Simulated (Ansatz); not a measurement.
**Relaxation of Cl**

These are results of DFT PBEsol, scalar-relativistic, plane waves, PAW (Ansatz), not measurements. Settings: 420 eV cutoff, 10×10×4 k-mesh, Gaussian smearing of 0.02 eV, no spin polarisation.

What was changed: relaxed at 20 GPa.

Command:

```bash
ansatz run input.yaml --threads 1 --pin off --max-ram 2560MiB --backend cpu --events-out ev --progress --plain --runs-dir out
```

Input:

```yaml
crystal:
  lattice:
    - [2.6719382314, -1.7123977251, 0.0]
    - [2.6719382314, 1.7123977251, 0.0]
    - [0.0, 0.0, 7.3322313908]
  atoms:
    - { symbol: Cl, position: [0.1507650511, 0.8492349489, 0.1158669417] }
    - { symbol: Cl, position: [0.6507650511, 0.3492349489, 0.3841330583] }
    - { symbol: Cl, position: [0.8492349489, 0.1507650511, 0.8841330583] }
    - { symbol: Cl, position: [0.3492349489, 0.6507650511, 0.6158669417] }
basis:
  ecutwfc: 420
kpoints:
  mp_grid: { grid: [10, 10, 4] }
hamiltonian:
  xc: pbesol
scf:
  occupations: { method: gaussian, width: 0.02 }
output:
  forces: true
  stress: true
  eigenvalues: true
relax:
  adjacent_minimum: "off"
  f_tol: 0.008
  max_steps: 50
  cell: { stress_tol: 0.08, p_target: 20.0 }
```

F is the free energy. Steps run on the plane waves of an earlier cell, but the last one, and at times one on the way, on a freshly chosen basis, so a repeated geometry can differ a little in energy. The relaxation lowers the enthalpy F + PV at the target pressure, so F itself can rise.

Steps:

| step | F − F(1) (eV) | largest force component (eV/Å) | V (Å³/atom) | P (GPa) |
| --- | --- | --- | --- | --- |
| 1 | 0.0000 | 0.508 | 16.774 | 18.60 |
| 2 | 0.4789 | 0.333 | 15.706 | 22.97 |
| 3 | 0.2670 | 0.264 | 16.092 | 20.69 |
| 4 | 0.3121 | 0.094 | 15.999 | 20.90 |
| 5 | 0.2699 | 0.044 | 16.074 | 20.26 |
| 6 | 0.2640 | 0.011 | 16.085 | 20.05 |
| 7 | 0.2714 | 0.011 | 16.070 | 20.14 |
| 8 | 0.2639 | 0.002 | 16.085 | 19.99 |
| 9 | 0.2640 | 0.002 | 16.085 | 19.99 |

Relaxed structure:

```
CELL_PARAMETERS angstrom
2.59582 -1.68506 0.00000
2.59582 1.68506 0.00000
0.00000 0.00000 7.35460
ATOMIC_POSITIONS crystal
Cl 0.15993 0.84007 0.11761
Cl 0.65993 0.34007 0.38239
Cl 0.84007 0.15993 0.88239
Cl 0.34007 0.65993 0.61761
```

It takes space group Cmce (No. 64, orthorhombic). Conventional cell: a = 5.192 Å, b = 3.370 Å, c = 7.355 Å, α = 90.00°, β = 90.00°, γ = 90.00°. Cl (site symmetry m) is surrounded by 1 Cl at 2.04 Å.

The run converged. Time: 58 s on 1 thread of Intel(R) Xeon(R) Platinum 8259CL CPU @ 2.50GHz (Skylake/Cascade Lake), on a shared host, peak memory 0.45 GiB.